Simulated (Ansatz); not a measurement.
# TePb: the cost of one run

Computed with Ansatz 0.2.0 (DFT PBE, scalar-relativistic, plane waves, PAW, unless a step's input says otherwise).

### Step 1. The structure to begin with

The structure is cubic, space group Fm-3m (No. 225). The conventional cell has a = 6.454 Å, b = 6.454 Å, c = 6.454 Å, α = 90.00°, β = 90.00°, γ = 90.00°. Around Te (site symmetry m-3m) lie 6 Pb at 3.23 Å. Around Pb (site symmetry m-3m) lie 6 Te at 3.23 Å.

Coordinates:

```
CELL_PARAMETERS angstrom
0.00000 3.22700 3.22700
3.22700 0.00000 3.22700
3.22700 3.22700 0.00000
ATOMIC_POSITIONS crystal
Te 0.50000 0.50000 0.50000
Pb 0.00000 0.00000 0.00000
```

No relaxation comes first: the listed cell is the starting point.

### Step 2. Zero of energy

Reference values: F = -18887.1608 eV; pressure 2.31 GPa; largest force 0.000 eV/Å; gap on the mesh 0.72 eV. It was computed beforehand with the settings of the runs below.

### Step 3. Next: energy and stress against strain

The cell is strained by ε times the Voigt pattern (0, 0, 0, 0, 1, 0) (xx, yy, zz, yz, xz, xy; engineering shear), with fractional coordinates fixed (clamped ions). The stress on the pattern is the sum of the stress components weighted by it, tension positive.

### Step 4. ε = -0.1000

input.yaml

```yaml
crystal:
  lattice:
    - [-0.16135, 3.227, 3.227]
    - [3.06565, 0.0, 3.06565]
    - [3.227, 3.227, -0.16135]
  atoms:
    - { symbol: Te, position: [0.5, 0.5, 0.5] }
    - { symbol: Pb, position: [0.0, 0.0, 0.0] }
basis:
  ecutwfc: 420
kpoints:
  mp_grid: { grid: [8, 8, 8] }
hamiltonian:
  xc: pbe
scf:
  occupations: { method: gaussian, width: 0.05 }
output:
  forces: true
  stress: true
  eigenvalues: true
```

Started as:

```console
$ ansatz run input.yaml --threads 1 --pin off --max-ram 2560MiB --backend cpu --events-out ev --progress --plain --runs-dir out
```

**Question.** How long does this run take on 1 thread of AMD EPYC 9R45 (Zen 5), shared host, and how much memory does it need?

About 1.8 s, with a peak of 0.43 GiB.
